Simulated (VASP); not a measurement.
# BP (F-43m) in VASP: further runs

One crystal, BP, is run at these levels: LDA, PBE; tasks: band structure.

Everything below comes from runs of VASP 6.6.1. Logs are shortened: lines on timing, memory, paths and dates and some standing lists are left out, and cuts for length are marked.

## (1) Starting point

Symmetry: F-43m, No. 216, cubic system. Conventional cell: a = 4.538 Å, b = 4.538 Å, c = 4.538 Å, α = 90.00°, β = 90.00°, γ = 90.00°. P (site symmetry -43m) is surrounded by 4 B at 1.97 Å. B (site symmetry -43m) is surrounded by 4 P at 1.97 Å.

## (2) Band structure, LDA

File POSCAR:

```
BP
1.0
    0.0000000000      2.2690000000      2.2690000000
    2.2690000000      0.0000000000      2.2690000000
    2.2690000000      2.2690000000      0.0000000000
P B
1 1
Direct
    0.7500000000      0.7500000000      0.7500000000
    0.0000000000      0.0000000000      0.0000000000
```

File INCAR.step1:

```
ALGO = Normal
EDIFF = 1E-7
ENCUT = 520
ISIF = 2
ISMEAR = -1
LASPH = True
LCHARG = True
LREAL = False
LWAVE = False
NBANDS = 11
NELM = 60
PREC = Accurate
SIGMA = 0.05
```

File KPOINTS.step1:

```
k-points
0
Gamma
  10 10 10
```

File INCAR.step2:

```
ALGO = Normal
EDIFF = 1E-7
ENCUT = 520
ICHARG = 11
ISIF = 2
ISMEAR = 0
LASPH = True
LCHARG = False
LREAL = False
LWAVE = False
NBANDS = 11
NELM = 60
PREC = Accurate
SIGMA = 0.05
```

File KPOINTS.step2:

```
path GXWKGLUWLK,UX
10
line-mode
reciprocal
 0.0000000000  0.0000000000  0.0000000000  G
 0.5000000000  0.0000000000  0.5000000000  X

 0.5000000000  0.0000000000  0.5000000000  X
 0.5000000000  0.2500000000  0.7500000000  W

 0.5000000000  0.2500000000  0.7500000000  W
 0.3750000000  0.3750000000  0.7500000000  K

 0.3750000000  0.3750000000  0.7500000000  K
 0.0000000000  0.0000000000  0.0000000000  G

 0.0000000000  0.0000000000  0.0000000000  G
 0.5000000000  0.5000000000  0.5000000000  L

 0.5000000000  0.5000000000  0.5000000000  L
 0.6250000000  0.2500000000  0.6250000000  U

 0.6250000000  0.2500000000  0.6250000000  U
 0.5000000000  0.2500000000  0.7500000000  W

 0.5000000000  0.2500000000  0.7500000000  W
 0.5000000000  0.5000000000  0.5000000000  L

 0.5000000000  0.5000000000  0.5000000000  L
 0.3750000000  0.3750000000  0.7500000000  K

 0.6250000000  0.2500000000  0.6250000000  U
 0.5000000000  0.0000000000  0.5000000000  X
```

Potentials or basis: VASP PAW LDA potentials, release 64 (P, B).

Started as:

```
> cat potpaw_LDA.64/P/POTCAR potpaw_LDA.64/B/POTCAR > POTCAR
> cp INCAR.step1 INCAR
> cp KPOINTS.step1 KPOINTS
> mpirun -np 1 vasp_std > vasp.out
> cp INCAR.step2 INCAR
> cp KPOINTS.step2 KPOINTS
> mpirun -np 1 vasp_std > vasp.out
```

OUTCAR:

```text
EDIFF = 1E-7
   ENCUT = 520
   ICHARG = 11
   ISIF = 2
   ISMEAR = 0
   LASPH = True
   LREAL = False
   NELM = 60
   PREC = Accurate

 ion  position               nearest neighbor table
   1  0.750  0.750  0.750-   2 1.97   2 1.97   2 1.97   2 1.97
   2  0.000  0.000  0.000-   1 1.97   1 1.97   1 1.97   1 1.97

  LATTYP: Found a face centered cubic cell.
 ALAT       =     4.5380000000

  Lattice vectors:

 A1 = (   0.0000000000,   2.2690000000,   2.2690000000)
 A2 = (   2.2690000000,   0.0000000000,   2.2690000000)
 A3 = (   2.2690000000,   2.2690000000,   0.0000000000)

Analysis of symmetry for initial positions (statically):
=====================================================================
 Subroutine PRICEL returns:
 Original cell was already a primitive cell.

 Routine SETGRP: Setting up the symmetry group for a
 face centered cubic supercell.

 Subroutine GETGRP returns: Found 24 space group operations
 (whereof 24 operations were pure point group operations)
 out of a pool of 48 trial point group operations.

The static configuration has the point symmetry T_d .

Analysis of symmetry for dynamics (positions and initial velocities):
=====================================================================
 Subroutine PRICEL returns:
 Original cell was already a primitive cell.

 Routine SETGRP: Setting up the symmetry group for a
 face centered cubic supercell.

 Subroutine GETGRP returns: Found 24 space group operations
 (whereof 24 operations were pure point group operations)
 out of a pool of 48 trial point group operations.

The dynamic configuration has the point symmetry T_d .

 Subroutine INISYM returns: Found 24 space group operations
 (whereof 24 operations are pure point group operations),
 and found     1 'primitive' translations

----------------------------------------------------------------------------------------

                                     Primitive cell

  volume of cell :      23.3633

  direct lattice vectors                    reciprocal lattice vectors
     0.000000000  2.269000000  2.269000000    -0.220361393  0.220361393  0.220361393
     2.269000000  0.000000000  2.269000000     0.220361393 -0.220361393  0.220361393
     2.269000000  2.269000000  0.000000000     0.220361393  0.220361393 -0.220361393

  length of vectors
     3.208850573  3.208850573  3.208850573     0.381677128  0.381677128  0.381677128

  position of ions in fractional coordinates (direct lattice)
     0.750000000  0.750000000  0.750000000
     0.000000000  0.000000000  0.000000000

  ion indices of the primitive-cell ions
   primitive index   ion index
                 1           1
                 2           2

----------------------------------------------------------------------------------------

 KPOINTS: path GXWKGLUWLK,UX

Interpolating k-points between supplied coordinates.

 Line segments in fractional coordinates (reciprocal lattice):
    0.000000  0.000000  0.000000  ...  0.500000  0.000000  0.500000
    0.500000  0.000000  0.500000  ...  0.500000  0.250000  0.750000
    0.500000  0.250000  0.750000  ...  0.375000  0.375000  0.750000
    0.375000  0.375000  0.750000  ...  0.000000  0.000000  0.000000
    0.000000  0.000000  0.000000  ...  0.500000  0.500000  0.500000
    0.500000  0.500000  0.500000  ...  0.625000  0.250000  0.625000
    0.625000  0.250000  0.625000  ...  0.500000  0.250000  0.750000
    0.500000  0.250000  0.750000  ...  0.500000  0.500000  0.500000
    0.500000  0.500000  0.500000  ...  0.375000  0.375000  0.750000
    0.625000  0.250000  0.625000  ...  0.500000  0.000000  0.500000

 Generated    10 points on each line segment, for a total of    100 k-points:

 Following reciprocal coordinates:
            Coordinates               Weight
  0.000000  0.000000  0.000000      0.010000
  0.055556  0.000000  0.055556      0.010000
  0.111111  0.000000  0.111111      0.010000
  0.166667  0.000000  0.166667      0.010000
  0.222222  0.000000  0.222222      0.010000
  0.277778  0.000000  0.277778      0.010000
[... 16 lines left out ...]
  0.472222  0.277778  0.750000      0.010000
  0.458333  0.291667  0.750000      0.010000
 [... further k-points ...]
   k-points           NKPTS =    100   k-points in BZ     NKDIM =    100   number of bands    NBANDS=     11
   number of dos      NEDOS =    301   number of ions     NIONS =      2
   total plane-waves  NPLWV =  13824
   dimension x,y,z NGX =    24 NGY =   24 NGZ =   24
   dimension x,y,z NGXF=    48 NGYF=   48 NGZF=   48
   ions per type =               1   1
   NGX,Y,Z   is equivalent  to a cutoff of  12.43, 12.43, 12.43 a.u.
   NGXF,Y,Z  is equivalent  to a cutoff of  24.87, 24.87, 24.87 a.u.
 SYSTEM =  unknown system
   PREC   = accura    normal or accurate (medium, high low for compatibility)
   ISTART =      0    job   : 0-new  1-cont  2-samecut
   ICHARG =     11    charge: 1-file 2-atom 10-const
   ISPIN  =      1    spin polarized calculation?
   LNONCOLLINEAR =      F non collinear calculations
   LSORBIT =      F    spin-orbit coupling
   LASPH  =      T    aspherical Exc in radial PAW
   ENCUT  =  520.0 eV  38.22 Ry    6.18 a.u.   5.97  5.97  5.97*2*pi/ulx,y,z
   NELM   =     60;   NELMIN=  2; NELMDL=  0     # of ELM steps
   EDIFF  = 0.1E-06   stopping-criterion for ELM
   LREAL  =      F    real-space projection
   EDIFFG = 0.1E-05   stopping-criterion for IOM
   NSW    =      0    number of steps for IOM
   IBRION =     -1    ionic relax: 0-MD 1-quasi-New 2-CG
   NFREE  =      0    steps in history (QN), initial steepest desc. (CG)
   ISIF   =      2    stress and relaxation
   ISYM   =      2    0-nonsym 1-usesym 2-fastsym
   POTIM  = 0.5000    time-step for ionic-motion
   TEBEG  =    0.0;   TEEND  =   0.0 temperature during run
   PSTRESS=    0.0 pullay stress
   NELECT =       8.0000    total number of electrons
   NUPDOWN=      -1.0000    fix difference up-down
   EMIN   =  10.00;   EMAX   =-10.00  energy-range for DOS
   EFERMI =   0.00;   METHOD = LEGACY
   ISMEAR =     0;   SIGMA  =   0.05  broadening in eV -4-tet -1-fermi 0-gaus
   EFERMI_NEDOS =   21; number of points for ismear=-14 and -15
   IALGO  =     38    algorithm
   IMIX   =      4    mixing-type and parameters
     AMIX     =   0.40;   BMIX     =  1.00
     AMIX_MAG =   1.60;   BMIX_MAG =  1.00
  volume/ion in A,a.u.               =      11.68        78.83
  Fermi-wavevector in a.u.,A,eV,Ry     =   1.145320  2.164342 17.847562  1.311759
  Thomas-Fermi vector in A             =   2.282009
   LORBIT       =      0    0 simple, 1 ext, 2 COOP (PROOUT), +10 PAW based schemes
   GGA     = CA    functional components
   LHFCALC =     F    Hartree Fock is set to
   AEXX    =    0.0000 exact exchange contribution
   IVDW    =     0    specifies the selected vdW correction
   LEPSILON=     F    determine dielectric tensor
   LRPA    =     F    only Hartree local field effects (RPA)
 non-spin polarized calculation
 Gauss-broadening in eV      SIGMA  =   0.05
  energy-cutoff  :      520.00
  volume of cell :       23.36
 maximum number of plane-waves:       640
 NGX is ok and might be reduce to    24

 number of electron       8.0000000 magnetization

 Free energy of the ion-electron system (eV)
  ---------------------------------------------------
  ext. energy  EPLUGINS =         0.00000000
  ---------------------------------------------------
  free energy    TOTEN  =       -14.70900527 eV

  energy without entropy =      -14.70900527  energy(sigma->0) =      -14.70900527

 E-fermi :   7.6737     XC(G=0): -11.0880

 val. band max:        7.4060143749   @ k =   0.0000   0.0000   0.0000
 cond. band min:       8.6032872106   @ k =   0.3889   0.0000   0.3889
 fundamental gap:      1.1972728357
 Fermi energy:         7.6737049726

 k-point     1 :       0.0000    0.0000    0.0000
  band No.  band energies     occupation
      1      -7.9842      2.00000
      2       7.4060      2.00000
      3       7.4060      2.00000
      4       7.4060      2.00000
      5      10.7845      0.00000
      6      10.7845      0.00000
      7      10.7845      0.00000
      8      14.7748      0.00000
      9      18.6626      0.00000
     10      19.5875      0.00000
     11      19.5875      0.00000

 k-point     2 :       0.0556    0.0000    0.0556
  band No.  band energies     occupation
      1      -7.9100      2.00000
      2       7.0925      2.00000
      3       7.0925      2.00000
      4       7.1532      2.00000
      5      10.6294      0.00000
      6      11.1792      0.00000
      7      11.1792      0.00000
      8      14.9611      0.00000
      9      18.8234      0.00000
     10      18.9230      0.00000
     11      19.6679      0.00000

 k-point     3 :       0.1111    0.0000    0.1111
  band No.  band energies     occupation
      1      -7.6879      2.00000
      2       6.4179      2.00000
      3       6.4179      2.00000
      4       6.4711      2.00000
      5      10.2546      0.00000
      6      12.0945      0.00000
      7      12.0945      0.00000
      8      15.0862      0.00000
      9      17.8541      0.00000
     10      19.6094      0.00000
     11      19.9080      0.00000

 k-point     4 :       0.1667    0.0000    0.1667
  band No.  band energies     occupation
      1      -7.3202      2.00000
      2       5.5059      2.00000
      3       5.6775      2.00000
      4       5.6775      2.00000
      5       9.8020      0.00000
      6      13.2273      0.00000
      7      13.2273      0.00000
      8      14.2484      0.00000
      9      18.0401      0.00000
     10      20.3045      0.00000
     11      20.6408      0.00000

 k-point     5 :       0.2222    0.0000    0.2222
  band No.  band energies     occupation
      1      -6.8107      2.00000
      2       4.3729      2.00000
      3       4.9885      2.00000
      4       4.9885      2.00000
      5       9.3649      0.00000
      6      12.9302      0.00000
      7      14.4491      0.00000
      8      14.4491      0.00000
      9      18.9411      0.00000
     10      20.8502      0.00000
     11      21.8773      0.00000
[... 211 lines left out ...]
 k-point    21 :       0.5000    0.2500    0.7500
  band No.  band energies     occupation
      1      -2.8712      2.00000
      2      -0.5296      2.00000
      3       1.7144      2.00000
      4       1.9130      2.00000
      5      12.6546      0.00000
      6      14.0716      0.00000
      7      14.5754      0.00000
      8      14.8683      0.00000
      9      20.1258      0.00000
     10      23.5329      0.00000
     11      23.6118      0.00000

 k-point    22 :       0.4861    0.2639    0.7500
  band No.  band energies     occupation
      1      -2.8854      2.00000
      2      -0.5312      2.00000
      3       1.6514      2.00000
      4       2.0169      2.00000
      5      12.5399      0.00000
      6      13.8377      0.00000
      7      14.8499      0.00000
      8      14.9710      0.00000
      9      20.0878      0.00000
     10      23.3141      0.00000
     11      23.8273      0.00000

 k-point    23 :       0.4722    0.2778    0.7500
  band No.  band energies     occupation
      1      -2.9200      2.00000
      2      -0.5398      2.00000
      3       1.5472      2.00000
      4       2.2379      2.00000
      5      12.1811      0.00000
      6      13.6219      0.00000
      7      15.1476      0.00000
      8      15.3361      0.00000
      9      19.9778      0.00000
     10      23.0195      0.00000
     11      24.1007      0.00000

 k-point    24 :       0.4583    0.2917    0.7500
  band No.  band energies     occupation
      1      -2.9647      2.00000
      2      -0.5565      2.00000
      3       1.4480      2.00000
      4       2.5153      2.00000
      5      11.6762      0.00000
      6      13.5157      0.00000
      7      15.4172      0.00000
      8      15.8276      0.00000
      9      19.8065      0.00000
     10      22.6732      0.00000
     11      24.3911      0.00000

 [... further k-points ...]

------------------------ aborting loop because EDIFF is reached ----------------------------------------

  FORCE on cell =-STRESS in cart. coord.  units (eV):
  Direction    XX          YY          ZZ          XY          YZ          ZX
  --------------------------------------------------------------------------------------
  -------------------------------------------------------------------------------------
  Total       -1.1725233     -1.1725233     -1.1725233      0.0000000     -0.0000000      0.0000000
  in kB      -80.4078754    -80.4078754    -80.4078754      0.0000000     -0.0000000      0.0000000
  external PRESSURE =     -80.4078754 kB  Pullay stress =       0.0000000 kB

 VOLUME and BASIS-vectors are now :
 -----------------------------------------------------------------------------
  energy-cutoff  :      520.00
  volume of cell :       23.36
      direct lattice vectors                 reciprocal lattice vectors
     0.000000000  2.269000000  2.269000000    -0.220361393  0.220361393  0.220361393
     2.269000000  0.000000000  2.269000000     0.220361393 -0.220361393  0.220361393
     2.269000000  2.269000000  0.000000000     0.220361393  0.220361393 -0.220361393

 POSITION                                       TOTAL-FORCE (eV/Angst)
 -----------------------------------------------------------------------------------
      3.40350      3.40350      3.40350         0.000000     -0.000000      0.000000
      0.00000      0.00000      0.00000        -0.000000      0.000000     -0.000000
 -----------------------------------------------------------------------------------
    total drift:                               -0.000000     -0.000000     -0.000000

  FREE ENERGIE OF THE ION-ELECTRON SYSTEM (eV)
  ---------------------------------------------------
  free  energy   TOTEN  =       -14.7090052668 eV

  energy  without entropy=      -14.7090052668  energy(sigma->0) =      -14.70900527
```

It took 15 s on 1 thread of AMD EPYC 7R13 (Zen 3), shared host; peak memory 0.1 GiB.

Results:

* Band gap on the k mesh: 1.19 eV, indirect (least direct gap 3.38 eV)
* Band gap along the path: 1.20 eV, indirect (least direct gap 3.38 eV)

Levels at the corners of the path, in eV from the valence-band top:
| point | band 2 | band 3 | band 4 | band 5 | band 6 | band 7 |
| --- | --- | --- | --- | --- | --- | --- |
| Γ | 0.00 | 0.00 | 0.00 | 3.38 | 3.38 | 3.38 |
| X | -8.49 | -4.11 | -4.11 | 1.30 | 1.55 | 12.00 |
| X | -8.49 | -4.11 | -4.11 | 1.30 | 1.55 | 12.00 |
| W | -7.94 | -5.69 | -5.49 | 5.25 | 6.67 | 7.17 |
| W | -7.94 | -5.69 | -5.49 | 5.25 | 6.67 | 7.17 |
| K | -8.06 | -6.25 | -3.49 | 2.08 | 5.92 | 9.66 |
| K | -8.06 | -6.25 | -3.49 | 2.08 | 5.92 | 9.66 |
| Γ | 0.00 | 0.00 | 0.00 | 3.38 | 3.38 | 3.38 |
| Γ | 0.00 | 0.00 | 0.00 | 3.38 | 3.38 | 3.38 |
| L | -9.01 | -1.75 | -1.75 | 3.78 | 4.68 | 4.68 |
| L | -9.01 | -1.75 | -1.75 | 3.78 | 4.68 | 4.68 |
| U | -8.06 | -6.25 | -3.49 | 2.08 | 5.92 | 9.66 |
| U | -8.06 | -6.25 | -3.49 | 2.08 | 5.92 | 9.66 |
| W | -7.94 | -5.69 | -5.49 | 5.25 | 6.67 | 7.17 |
| W | -7.94 | -5.69 | -5.49 | 5.25 | 6.67 | 7.17 |
| L | -9.01 | -1.75 | -1.75 | 3.78 | 4.68 | 4.68 |
| L | -9.01 | -1.75 | -1.75 | 3.78 | 4.68 | 4.68 |
| K | -8.06 | -6.25 | -3.49 | 2.08 | 5.92 | 9.66 |
| U | -8.06 | -6.25 | -3.49 | 2.08 | 5.92 | 9.66 |
| X | -8.49 | -4.11 | -4.11 | 1.30 | 1.55 | 12.00 |

Caveat: the log is that of the step along the path at fixed density, whose energy, stress, charges and moments have no meaning.

[end of part 1 of 2]
